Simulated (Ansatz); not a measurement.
SiO₂: course of a relaxation

Level of theory: DFT r2SCAN, scalar-relativistic, plane waves, PAW in Ansatz 0.2.0. (500 eV cutoff, 6×6×4 k-mesh, Gaussian smearing of 0.02 eV, no spin polarisation)

What was changed: biaxial strain in the a-b plane, c and atoms relaxed: -1.5 %.

Command:

```bash
ansatz run input.yaml --threads 2 --pin off --max-ram 5120MiB --backend cpu --events-out ev --progress --plain --runs-dir out
```

Input:

```yaml
crystal:
  lattice:
    - [4.9068520193, 0.0, 0.0]
    - [0.0, 4.9068520193, 0.0]
    - [0.0, 0.0, 6.9829848314]
  atoms:
    - { symbol: Si, position: [0.1978203439, 0.1978203439, 0.0] }
    - { symbol: Si, position: [0.3021796561, 0.6978203439, 0.75] }
    - { symbol: Si, position: [0.6978203439, 0.3021796561, 0.25] }
    - { symbol: Si, position: [0.8021796561, 0.8021796561, 0.5] }
    - { symbol: O, position: [0.6087093138, 0.7382811328, 0.6811472772] }
    - { symbol: O, position: [0.3912906862, 0.2617188672, 0.1811472772] }
    - { symbol: O, position: [0.7382811328, 0.6087093138, 0.3188527228] }
    - { symbol: O, position: [0.2382811328, 0.8912906862, 0.9311472772] }
    - { symbol: O, position: [0.2617188672, 0.3912906862, 0.8188527228] }
    - { symbol: O, position: [0.1087093138, 0.7617188672, 0.5688527228] }
    - { symbol: O, position: [0.8912906862, 0.2382811328, 0.0688527228] }
    - { symbol: O, position: [0.7617188672, 0.1087093138, 0.4311472772] }
basis:
  ecutwfc: 500
kpoints:
  mp_grid: { grid: [6, 6, 4] }
hamiltonian:
  xc: r2scan
scf:
  occupations: { method: gaussian, width: 0.02 }
output:
  forces: true
  stress: true
  eigenvalues: true
relax:
  adjacent_minimum: "off"
  f_tol: 0.008
  max_steps: 40
  cell: { stress_tol: 0.015, fix: [a, b, gamma] }
```

F is the free energy. Steps run on the plane waves of an earlier cell, but the last one, and at times one on the way, on a freshly chosen basis, so a repeated geometry can differ a little in energy. The held parts of the cell keep their stress, so P needn't end at zero.

Steps:

```
step F − F(1) (eV) largest force component (eV/Å) V (Å³/atom) P (GPa)
   1         0.0000                           0.608       14.011     3.95
   2        -0.0354                           0.374       14.017     2.84
   3        -0.0575                           0.102       14.009     1.09
   4        -0.0659                           0.042       13.890     0.94
   5        -0.0679                           0.001       13.826     0.63
   6        -0.0680                           0.005       13.810     0.65
   7        -0.0680                           0.000       13.811     0.64
   8        -0.0670                           0.000       13.811     0.65
```

Relaxed structure:

```xyz
12
Lattice="4.9069 0.0000 0.0000 0.0000 4.9069 0.0000 0.0000 0.0000 6.8835" Properties=species:S:1:pos:R:3 pbc="T T T"
Si    0.9422    0.9422    0.0000
Si    1.5112    3.3956    5.1626
Si    3.3956    1.5112    1.7209
Si    3.9647    3.9647    3.4418
O     3.0464    3.6118    4.7209
O     1.8604    1.2951    1.2792
O     3.6118    3.0464    2.1626
O     1.1584    4.3139    6.4418
O     1.2951    1.8604    5.6043
O     0.5930    3.7485    3.8835
O     4.3139    1.1584    0.4417
O     3.7485    0.5930    3.0001
```

The structure is tetragonal, space group P4_32_12 (No. 96). The conventional cell has a = 4.907 Å, b = 4.907 Å, c = 6.884 Å, α = 90.00°, β = 90.00°, γ = 90.00°. Si (site symmetry 2) is surrounded by 4 O at 1.61 Å. Around O (site symmetry 1) lie 2 Si at 1.61 Å.

The run converged. Time: 110 s on 2 threads of Oxide Virtual Turin-like Processor (Zen 5), with other jobs on the host, peak memory 0.78 GiB.